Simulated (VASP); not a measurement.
# KCl (Pm-3m) in VASP: a series of runs

Aim: see how the results for KCl move with the level of theory and the settings. Levels: PBEsol, PBE. Tasks: equation of state.

Everything below comes from runs of VASP 6.6.1. Logs are shortened: lines on timing, memory, paths and dates and some standing lists are left out, and cuts for length are marked.

## (1) The crystal as given

It takes space group Pm-3m (No. 221, cubic). The conventional cell has a = 3.839 Å, b = 3.839 Å, c = 3.839 Å, α = 90.00°, β = 90.00°, γ = 90.00°. K (site symmetry m-3m) has 8 Cl at 3.32 Å as nearest neighbours. Cl (site symmetry m-3m) has 8 K at 3.32 Å as nearest neighbours.

Measurements of this composition are mostly on another form, of space group No. 225.

## (2) Equation of state, PBEsol, 26.60 Å³/atom (volume scaled by 0.94)

INCAR

```
SYSTEM = KCl
PREC = Accurate
ENCUT = 520
EDIFF = 1E-7
ISMEAR = -1
SIGMA = 0.05
LREAL = .False.
LASPH = .True.
NELM = 100
ALGO = Normal
ISIF = 2
LWAVE = .False.
LCHARG = .False.
GGA = PS
NBANDS = 15
```

KPOINTS

```
Automatic mesh
0
Gamma
  7 7 7
  0 0 0
```

POSCAR

```
KCl
1.0
    3.7608230702      0.0000000000      0.0000000000
    0.0000000000      3.7608230702      0.0000000000
    0.0000000000      0.0000000000      3.7608230702
K Cl
1 1
Direct
    0.0000000000      0.0000000000      0.0000000000
    0.5000000000      0.5000000000      0.5000000000
```

Potentials or basis: VASP PAW PBE potentials, release 64 (K_sv, Cl).

Started as:

```bash
> cat potpaw_PBE.64/K_sv/POTCAR potpaw_PBE.64/Cl/POTCAR > POTCAR
> mpirun -np 1 vasp_std > vasp.out
```

OUTCAR:

```text
SYSTEM = KCl
   PREC = Accurate
   ENCUT = 520
   EDIFF = 1E-7
   ISMEAR = -1
   LREAL = .False.
   LASPH = .True.
   NELM = 100
   ISIF = 2
   GGA = PS

 Found     20 irreducible k-points:

 Following reciprocal coordinates:
            Coordinates               Weight
  0.000000  0.000000  0.000000      1.000000
  0.142857  0.000000  0.000000      6.000000
  0.285714  0.000000  0.000000      6.000000
  0.428571  0.000000  0.000000      6.000000
  0.142857  0.142857  0.000000     12.000000
  0.285714  0.142857  0.000000     24.000000
   k-points           NKPTS =     20   k-points in BZ     NKDIM =     20   number of bands    NBANDS=     15
   number of dos      NEDOS =    301   number of ions     NIONS =      2
   total plane-waves  NPLWV =  21952
   dimension x,y,z NGX =    28 NGY =   28 NGZ =   28
   dimension x,y,z NGXF=    56 NGYF=   56 NGZF=   56
   ions per type =               1   1
   NGX,Y,Z   is equivalent  to a cutoff of  12.38, 12.38, 12.38 a.u.
   NGXF,Y,Z  is equivalent  to a cutoff of  24.75, 24.75, 24.75 a.u.
 SYSTEM =  KCl
   PREC   = accura    normal or accurate (medium, high low for compatibility)
   ISTART =      0    job   : 0-new  1-cont  2-samecut
   ICHARG =      2    charge: 1-file 2-atom 10-const
   ISPIN  =      1    spin polarized calculation?
   LNONCOLLINEAR =      F non collinear calculations
   LSORBIT =      F    spin-orbit coupling
   LASPH  =      T    aspherical Exc in radial PAW
   ENCUT  =  520.0 eV  38.22 Ry    6.18 a.u.   6.99  6.99  6.99*2*pi/ulx,y,z
   NELM   =    100;   NELMIN=  2; NELMDL= -5     # of ELM steps
   EDIFF  = 0.1E-06   stopping-criterion for ELM
   LREAL  =      F    real-space projection
   EDIFFG = 0.1E-05   stopping-criterion for IOM
   NSW    =      0    number of steps for IOM
   IBRION =     -1    ionic relax: 0-MD 1-quasi-New 2-CG
   NFREE  =      0    steps in history (QN), initial steepest desc. (CG)
   ISIF   =      2    stress and relaxation
   ISYM   =      2    0-nonsym 1-usesym 2-fastsym
   POTIM  = 0.5000    time-step for ionic-motion
   TEBEG  =    0.0;   TEEND  =   0.0 temperature during run
   PSTRESS=    0.0 pullay stress
   NELECT =      16.0000    total number of electrons
   NUPDOWN=      -1.0000    fix difference up-down
   EMIN   =  10.00;   EMAX   =-10.00  energy-range for DOS
   EFERMI =   0.00;   METHOD = LEGACY
   ISMEAR =    -1;   SIGMA  =   0.05  broadening in eV -4-tet -1-fermi 0-gaus
   EFERMI_NEDOS =   21; number of points for ismear=-14 and -15
   IALGO  =     38    algorithm
   IMIX   =      4    mixing-type and parameters
     AMIX     =   0.40;   BMIX     =  1.00
     AMIX_MAG =   1.60;   BMIX_MAG =  1.00
  volume/ion in A,a.u.               =      26.60       179.48
  Fermi-wavevector in a.u.,A,eV,Ry     =   1.096896  2.072832 16.370254  1.203180
  Thomas-Fermi vector in A             =   2.233246
   LORBIT       =      0    0 simple, 1 ext, 2 COOP (PROOUT), +10 PAW based schemes
   GGA     = PS    functional components
   LHFCALC =     F    Hartree Fock is set to
   AEXX    =    0.0000 exact exchange contribution
   IVDW    =     0    specifies the selected vdW correction
   LEPSILON=     F    determine dielectric tensor
   LRPA    =     F    only Hartree local field effects (RPA)
 non-spin polarized calculation
  energy-cutoff  :      520.00
  volume of cell :       53.19
 maximum number of plane-waves:      1442
 NGX is ok and might be reduce to    28
   NGX = 13   NGY = 13   NGZ = 13

 number of electron      16.0000002 magnetization

 Free energy of the ion-electron system (eV)
  ---------------------------------------------------
  ext. energy  EPLUGINS =         0.00000000
  ---------------------------------------------------
  free energy    TOTEN  =        -6.91469922 eV

  energy without entropy =       -6.91469922  energy(sigma->0) =       -6.91469922

 E-fermi :   0.5147     XC(G=0):  -8.5481

 val. band max:       -0.6163055362   @ k =   0.4286   0.4286   0.0000
 cond. band min:       4.2824437307   @ k =   0.0000   0.0000   0.0000
 fundamental gap:      4.8987492669
 Fermi energy:         0.5147328044

 k-point     1 :       0.0000    0.0000    0.0000
  band No.  band energies     occupation
      1     -28.3793      2.00000
      2     -13.2626      2.00000
      3     -11.8170      2.00000
      4     -11.8170      2.00000
      5     -11.8170      2.00000
      6      -0.8112      2.00000
      7      -0.8112      2.00000
      8      -0.8112      2.00000
      9       4.2824      0.00000
     10       5.7868      0.00000
     11       5.7868      0.00000
     12      10.1969      0.00000
     13      10.1969      0.00000
     14      10.1969      0.00000
     15      13.2339      0.00000

 k-point     2 :       0.1429    0.0000    0.0000
  band No.  band energies     occupation
      1     -28.3744      2.00000
      2     -13.2952      2.00000
      3     -11.8095      2.00000
      4     -11.8095      2.00000
      5     -11.7936      2.00000
      6      -1.2315      2.00000
      7      -0.8155      2.00000
      8      -0.8155      2.00000
      9       4.7774      0.00000
     10       5.9634      0.00000
     11       6.2445      0.00000
     12      10.1146      0.00000
     13      10.1146      0.00000
     14      10.3013      0.00000
     15      12.4124      0.00000

 k-point     3 :       0.2857    0.0000    0.0000
  band No.  band energies     occupation
      1     -28.3635      2.00000
      2     -13.3717      2.00000
      3     -11.7927      2.00000
      4     -11.7927      2.00000
      5     -11.7325      2.00000
      6      -1.9930      2.00000
      7      -0.8261      2.00000
      8      -0.8261      2.00000
      9       5.8519      0.00000
     10       6.4653      0.00000
     11       7.2643      0.00000
     12      10.0170      0.00000
     13      10.0170      0.00000
     14      10.5662      0.00000
     15      10.8940      0.00000

 k-point     4 :       0.4286    0.0000    0.0000
  band No.  band energies     occupation
      1     -28.3547      2.00000
      2     -13.4356      2.00000
      3     -11.7791      2.00000
      4     -11.7791      2.00000
      5     -11.6757      2.00000
      6      -2.4997      2.00000
      7      -0.8355      2.00000
      8      -0.8355      2.00000
      9       6.9747      0.00000
     10       7.1124      0.00000
     11       7.8818      0.00000
     12       9.6371      0.00000
     13      10.0572      0.00000
     14      10.0572      0.00000
     15      10.8221      0.00000

 k-point     5 :       0.1429    0.1429    0.0000
  band No.  band energies     occupation
      1     -28.3697      2.00000
      2     -13.3043      2.00000
      3     -11.8702      2.00000
      4     -11.8024      2.00000
      5     -11.7338      2.00000
      6      -1.3138      2.00000
      7      -1.0811      2.00000
      8      -0.8109      2.00000
      9       5.1919      0.00000
     10       6.2436      0.00000
     11       6.5425      0.00000
     12       9.7496      0.00000
     13       9.9328      0.00000
     14      10.5937      0.00000
     15      12.5201      0.00000

 k-point     6 :       0.2857    0.1429    0.0000
  band No.  band energies     occupation
      1     -28.3589      2.00000
      2     -13.3346      2.00000
      3     -11.8868      2.00000
      4     -11.7864      2.00000
      5     -11.7051      2.00000
      6      -1.9280      2.00000
      7      -1.1079      2.00000
      8      -0.8011      2.00000
      9       6.0791      0.00000
     10       6.6606      0.00000
     11       7.4657      0.00000
     12       9.4862      0.00000
     13       9.6540      0.00000
     14      10.5492      0.00000
     15      11.5186      0.00000

 [... further k-points ...]

------------------------ aborting loop because EDIFF is reached ----------------------------------------

  FORCE on cell =-STRESS in cart. coord.  units (eV):
  Direction    XX          YY          ZZ          XY          YZ          ZX
  --------------------------------------------------------------------------------------
  -------------------------------------------------------------------------------------
  Total       -0.1135874     -0.1135874     -0.1135874     -0.0000000     -0.0000000      0.0000000
  in kB       -3.4213067     -3.4213067     -3.4213067     -0.0000000     -0.0000000      0.0000000
  external PRESSURE =      -3.4213067 kB  Pullay stress =       0.0000000 kB

 VOLUME and BASIS-vectors are now :
 -----------------------------------------------------------------------------
  energy-cutoff  :      520.00
  volume of cell :       53.19
      direct lattice vectors                 reciprocal lattice vectors
     3.760823070  0.000000000  0.000000000     0.265899241  0.000000000  0.000000000
     0.000000000  3.760823070  0.000000000     0.000000000  0.265899241  0.000000000
     0.000000000  0.000000000  3.760823070     0.000000000  0.000000000  0.265899241

 POSITION                                       TOTAL-FORCE (eV/Angst)
 -----------------------------------------------------------------------------------
      0.00000      0.00000      0.00000         0.000000      0.000000      0.000000
      1.88041      1.88041      1.88041         0.000000      0.000000      0.000000
 -----------------------------------------------------------------------------------
    total drift:                               -0.000000      0.000000      0.000000

  FREE ENERGIE OF THE ION-ELECTRON SYSTEM (eV)
  ---------------------------------------------------
  free  energy   TOTEN  =        -6.9146992161 eV

  energy  without entropy=       -6.9146992161  energy(sigma->0) =       -6.91469922
```

Run time: 21 s. Hardware: 1 thread of Intel Xeon Platinum 8375C at 2.90GHz (Ice Lake), shared host; peak memory 0.15 GiB.

Results:

```
Free energy            : -6.9147 eV
Pressure               : -0.3 GPa
Band gap on the k mesh : 4.90 eV, indirect (least direct gap 5.09 eV)
```

Caveat: the PAW data sets were made with another functional, which shifts forces and pressure a little; an odd mesh through Γ misses points on the zone boundary, where band edges often lie.

## (3) Equation of state, PBEsol, 27.16 Å³/atom (volume scaled by 0.96)

INCAR is that of step 2.

KPOINTS is that of step 2.

POSCAR

```
KCl
1.0
    3.7873086124      0.0000000000      0.0000000000
    0.0000000000      3.7873086124      0.0000000000
    0.0000000000      0.0000000000      3.7873086124
K Cl
1 1
Direct
    0.0000000000      0.0000000000      0.0000000000
    0.5000000000      0.5000000000      0.5000000000
```

Potentials or basis: VASP PAW PBE potentials, release 64 (K_sv, Cl).

Started as:

```bash
> cat potpaw_PBE.64/K_sv/POTCAR potpaw_PBE.64/Cl/POTCAR > POTCAR
> mpirun -np 1 vasp_std > vasp.out
```

It took 18 s on 1 thread of Intel Xeon Platinum 8375C at 2.90GHz (Ice Lake), shared host; peak memory 0.15 GiB.

Results (log left out):

```
Free energy            : -6.9111 eV
Pressure               : -0.7 GPa
Band gap on the k mesh : 4.81 eV, indirect (least direct gap 5.00 eV)
```

Caveat: the PAW data sets were made with another functional, which shifts forces and pressure a little; an odd mesh through Γ misses points on the zone boundary, where band edges often lie.

[end of part 1 of 2]
